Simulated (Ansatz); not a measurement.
# Mn3Sn: the cost of one run

Program: Ansatz 0.2.0. Level of theory: DFT PBEsol, scalar-relativistic, plane waves, PAW. These are calculated values, not measurements.

## 1. The starting structure

Symmetry: P6_3/mmc, No. 194, hexagonal system. Conventional cell: a = 5.670 Å, b = 5.670 Å, c = 4.530 Å, α = 90.00°, β = 90.00°, γ = 120.00°. Mn (site symmetry mm2) is surrounded by 4 Sn at 2.79 to 2.84 Å and 8 Mn at 2.80 to 2.84 Å. Around Sn (site symmetry -6m2) lie 12 Mn at 2.79 to 2.84 Å.

As a file:

```cif
data_structure
_symmetry_space_group_name_H-M 'P6_3/mmc'
_symmetry_Int_Tables_number 194
_cell_length_a 5.6700
_cell_length_b 5.6700
_cell_length_c 4.5300
_cell_angle_alpha 90.000
_cell_angle_beta 90.000
_cell_angle_gamma 120.000
_cell_volume 126.12
loop_
_atom_site_label
_atom_site_type_symbol
_atom_site_symmetry_multiplicity
_atom_site_Wyckoff_symbol
_atom_site_fract_x
_atom_site_fract_y
_atom_site_fract_z
_atom_site_occupancy
Mn1 Mn 6 h 0.83300 0.66600 0.25000 1
Sn1 Sn 2 c 0.33333 0.66667 0.25000 1
```

## 2. The database's cell and atoms

Input file input.yaml:

```yaml
crystal:
  lattice:
    - [5.67, 0.0, 0.0]
    - [-2.835, 4.9103640395, 0.0]
    - [0.0, 0.0, 4.53]
  atoms:
    - { symbol: Mn, position: [0.833, 0.666, 0.25], spin: 1.76 }
    - { symbol: Mn, position: [0.167, 0.833, 0.75], spin: 1.76 }
    - { symbol: Mn, position: [0.334, 0.167, 0.25], spin: 1.76 }
    - { symbol: Mn, position: [0.167, 0.334, 0.75], spin: 1.76 }
    - { symbol: Mn, position: [0.833, 0.167, 0.25], spin: 1.76 }
    - { symbol: Mn, position: [0.666, 0.833, 0.75], spin: 1.76 }
    - { symbol: Sn, position: [0.3333333333, 0.6666666667, 0.25] }
    - { symbol: Sn, position: [0.6666666667, 0.3333333333, 0.75] }
basis:
  ecutwfc: 420
kpoints:
  mp_grid: { grid: [6, 6, 8] }
hamiltonian:
  xc: pbesol
scf:
  occupations: { method: gaussian, width: 0.1 }
output:
  forces: true
  stress: true
  eigenvalues: true
  populations: true
magnetization:
  spin_polarized: true
```

Run with:

```sh
ansatz run input.yaml --threads 2 --pin off --max-ram 5120MiB --backend cpu --events-out ev --progress --plain --runs-dir out
```

What time and memory should one allow on 2 threads of Intel Xeon 6975P-C (Granite Rapids), shared host?

About 26 s, with a peak of 0.89 GiB.
